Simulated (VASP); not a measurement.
# CdSe (P6_3mc) in VASP: a series of runs, part 2 of 2

VASP 6.6.1.

## 3. Relaxation of cell and atoms, PBE

This run uses another cell than the first one, of 28.06 Å³/atom.

The input, INCAR:

```
ALGO = Normal
EDIFF = 1E-7
EDIFFG = -0.02
ENCUT = 500
GGA = PE
GGA_COMPAT = F
IBRION = 2
ISIF = 3
ISMEAR = 0
LASPH = T
LCHARG = F
LREAL = F
LWAVE = F
NELM = 120
NELMIN = 4
NSW = 70
PREC = Accurate
SIGMA = 0.02
```

The input, KPOINTS:

```
k-points
0
Gamma
  6 6 4
```

The input, POSCAR:

```
CdSe
1.0
    4.2985000000      0.0000000000      0.0000000000
   -2.1492500000      3.7226100000      0.0000000000
    0.0000000000      0.0000000000      7.0152000000
Cd Se
2 2
Direct
    0.6666670000      0.3333330000      0.0000000000
    0.3333330000      0.6666670000      0.5000000000
    0.6666670000      0.3333330000      0.3750000000
    0.3333330000      0.6666670000      0.8750000000
```

Potentials or basis: VASP PAW PBE potentials, release 64 (Cd, Se).

Started as:

```console
$ cat potpaw_PBE.64/Cd/POTCAR potpaw_PBE.64/Se/POTCAR > POTCAR
$ mpirun -np 1 vasp_std > vasp.out
```

OUTCAR:

```text
EDIFF = 1E-7
   EDIFFG = -0.02
   ENCUT = 500
   GGA = PE
   IBRION = 2
   ISIF = 3
   ISMEAR = 0
   LASPH = T
   LREAL = F
   NELM = 120
   NELMIN = 4
   NSW = 70
   PREC = Accurate

 ion  position               nearest neighbor table
   1  0.667  0.333  0.000-   3 2.63   4 2.63   4 2.63   4 2.63
   2  0.333  0.667  0.500-   4 2.63   3 2.63   3 2.63   3 2.63
   3  0.667  0.333  0.375-   1 2.63   2 2.63   2 2.63   2 2.63
   4  0.333  0.667  0.875-   2 2.63   1 2.63   1 2.63   1 2.63

  LATTYP: Found a hexagonal cell.
 ALAT       =     4.2985000000
 C/A-ratio  =     1.6320111667

  Lattice vectors:

 A1 = (   4.2985000000,   0.0000000000,   0.0000000000)
 A2 = (  -2.1492500000,   3.7226100000,   0.0000000000)
 A3 = (   0.0000000000,   0.0000000000,   7.0152000000)

Analysis of symmetry for initial positions (statically):
=====================================================================
 Subroutine PRICEL returns:
 Original cell was already a primitive cell.

 Routine SETGRP: Setting up the symmetry group for a
 hexagonal supercell.

 Subroutine GETGRP returns: Found 12 space group operations
 (whereof  6 operations were pure point group operations)
 out of a pool of 24 trial point group operations.

The static configuration has the point symmetry C_3v.
 The point group associated with its full space group is C_6v.

Analysis of symmetry for dynamics (positions and initial velocities):
=====================================================================
 Subroutine PRICEL returns:
 Original cell was already a primitive cell.

 Routine SETGRP: Setting up the symmetry group for a
 hexagonal supercell.

 Subroutine GETGRP returns: Found 12 space group operations
 (whereof  6 operations were pure point group operations)
 out of a pool of 24 trial point group operations.

The dynamic configuration has the point symmetry C_3v.
 The point group associated with its full space group is C_6v.
[... 105 lines left out ...]
   ISIF   =      3    stress and relaxation
   ISYM   =      2    0-nonsym 1-usesym 2-fastsym
   POTIM  = 0.5000    time-step for ionic-motion
   TEBEG  =    0.0;   TEEND  =   0.0 temperature during run
   PSTRESS=    0.0 pullay stress
   NELECT =      36.0000    total number of electrons
   NUPDOWN=      -1.0000    fix difference up-down
   EMIN   =  10.00;   EMAX   =-10.00  energy-range for DOS
   EFERMI =   0.00;   METHOD = LEGACY
   ISMEAR =     0;   SIGMA  =   0.02  broadening in eV -4-tet -1-fermi 0-gaus
   EFERMI_NEDOS =   21; number of points for ismear=-14 and -15
   IALGO  =     38    algorithm
   IMIX   =      4    mixing-type and parameters
     AMIX     =   0.40;   BMIX     =  1.00
     AMIX_MAG =   1.60;   BMIX_MAG =  1.00
  volume/ion in A,a.u.               =      28.06       189.38
  Fermi-wavevector in a.u.,A,eV,Ry     =   1.120575  2.117579 17.084669  1.255688
  Thomas-Fermi vector in A             =   2.257222
   LORBIT       =      0    0 simple, 1 ext, 2 COOP (PROOUT), +10 PAW based schemes
   GGA     = PE    functional components
   LHFCALC =     F    Hartree Fock is set to
   AEXX    =    0.0000 exact exchange contribution
   IVDW    =     0    specifies the selected vdW correction
   LEPSILON=     F    determine dielectric tensor
   LRPA    =     F    only Hartree local field effects (RPA)
 conjugate gradient relaxation of ions
 non-spin polarized calculation
 Gauss-broadening in eV      SIGMA  =   0.02
  energy-cutoff  :      500.00
  volume of cell :      112.25
 maximum number of plane-waves:      2864
 NGX is ok and might be reduce to    32
   NGX = 15   NGY = 15   NGZ = 25

--------------------------------------- Ionic step        1  -------------------------------------------

 number of electron      35.9999998 magnetization

 Free energy of the ion-electron system (eV)
  ---------------------------------------------------
  ext. energy  EPLUGINS =         0.00000000
  ---------------------------------------------------
  free energy    TOTEN  =       -10.91842518 eV

  energy without entropy =      -10.91842518  energy(sigma->0) =      -10.91842518

------------------------ aborting loop because EDIFF is reached ----------------------------------------

  FORCE on cell =-STRESS in cart. coord.  units (eV):
  Direction    XX          YY          ZZ          XY          YZ          ZX
  --------------------------------------------------------------------------------------
  -------------------------------------------------------------------------------------
  Total        2.2839019      2.2839016      2.4125795      0.0000000      0.0000000      0.0000000
  in kB       32.5974398     32.5974363     34.4340162      0.0000000      0.0000000      0.0000000
  external PRESSURE =      33.2096308 kB  Pullay stress =       0.0000000 kB
[... 63 lines left out ...]
--------------------------------------- Ionic step        3  -------------------------------------------

 number of electron      36.0000007 magnetization

 Free energy of the ion-electron system (eV)
  ---------------------------------------------------
  ext. energy  EPLUGINS =         0.00000000
  ---------------------------------------------------
  free energy    TOTEN  =       -10.99042171 eV

  energy without entropy =      -10.99042171  energy(sigma->0) =      -10.99042171

 E-fermi :   0.6244     XC(G=0):  -8.6043

 val. band max:        0.4852703672   @ k =   0.0000   0.0000   0.0000
 cond. band min:       1.0119430505   @ k =   0.0000   0.0000   0.0000
 fundamental gap:      0.5266726834
 Fermi energy:         0.6243547841

 k-point     1 :       0.0000    0.0000    0.0000
  band No.  band energies     occupation
      1     -11.7935      2.00000
      2     -11.4684      2.00000
      3      -7.2649      2.00000
      4      -7.2571      2.00000
      5      -7.2571      2.00000
      6      -7.1998      2.00000
[... 545 lines left out ...]
  FREE ENERGIE OF THE ION-ELECTRON SYSTEM (eV)
  ---------------------------------------------------
  free  energy   TOTEN  =       -10.9904217122 eV

  energy  without entropy=      -10.9904217122  energy(sigma->0) =      -10.99042171

 reached required accuracy - stopping structural energy minimisation
```

CONTCAR:

```text
CdSe
   1.00000000000000
     4.3884893632341093    0.0000000000000000    0.0000000000000000
    -2.1942446816170547    3.8005430621851839    0.0000000000000000
     0.0000000000000000    0.0000000000000000    7.1703381087377815
  Cd              Se
     2     2
Direct
     0.6666669999999968    0.3333330000000032    0.9998948052502391
     0.3333330000000032    0.6666669999999968    0.4998948052502392
     0.6666669999999968    0.3333330000000032    0.3751051947497608
     0.3333330000000032    0.6666669999999968    0.8751051947497609

  0.00000000E+00  0.00000000E+00  0.00000000E+00
  0.00000000E+00  0.00000000E+00  0.00000000E+00
  0.00000000E+00  0.00000000E+00  0.00000000E+00
  0.00000000E+00  0.00000000E+00  0.00000000E+00
```

Run time: 2.9 min. Hardware: 1 thread of AMD EPYC 7R13, shared host; peak memory 0.25 GiB.

What came out:

| Property | Result |
| --- | --- |
| Free energy | -10.9904 eV |
| Relaxed volume | 29.90 Å³/atom |
| Relaxed cell | a = 4.388 Å, b = 4.388 Å, c = 7.170 Å, α = 90.00°, β = 90.00°, γ = 120.00° |
| Space group after relaxing (to 0.1 Å) | P6_3mc (No. 186) |
| Energy gained by relaxing | 18.0 meV/atom |
| Ionic steps | 3 |
| Pressure after relaxing | 0.0 GPa |
| Largest force after relaxing | 0.008 eV/Å |
| Band gap on the k mesh | 0.53 eV |

Forces in eV/Å, atoms in the order of the input:
```
Cd   0.000  0.000 -0.008
Cd   0.000  0.000 -0.008
Se   0.000  0.000  0.008
Se   0.000  0.000  0.008
```

The path:
| step | energy change (eV) | largest force (eV/Å) | pressure (GPa) | volume (Å³) |
| --- | --- | --- | --- | --- |
| 1 | 0.0000 | 0.0199 | 3.32 | 112.25 |
| 2 | -0.0656 | 0.0058 | -0.85 | 121.97 |
| 3 | -0.0720 | 0.0083 | 0.01 | 119.59 |

Final structure:
```cif
data_structure
_symmetry_space_group_name_H-M 'P 1'
_symmetry_Int_Tables_number 1
_cell_length_a 4.3885
_cell_length_b 4.3885
_cell_length_c 7.1703
_cell_angle_alpha 90.000
_cell_angle_beta 90.000
_cell_angle_gamma 120.000
_cell_volume 119.59
loop_
_atom_site_label
_atom_site_type_symbol
_atom_site_fract_x
_atom_site_fract_y
_atom_site_fract_z
_atom_site_occupancy
Cd1 Cd 0.66667 0.33333 0.99989 1
Cd2 Cd 0.33333 0.66667 0.49989 1
Se1 Se 0.66667 0.33333 0.37511 1
Se2 Se 0.33333 0.66667 0.87511 1
```

Caveat: semilocal functionals underestimate gaps, and a narrow one can read as zero. PBE usually gives volumes a little too large and moduli too small.

## 4. How close it comes

Step 2. Measured gap of CdSe: 1.841 eV (2 K; a printed reference work, data compilation). This calculation gives 0.54 eV (-1.31 eV). So large a miss can be the level of theory's own, or it may mean another phase, state or a wrong row. Spin-orbit coupling on Cd, Se is left out. The value is that of PBE, without temperature or zero-point motion. Semilocal functionals fall short of measured gaps as a rule.
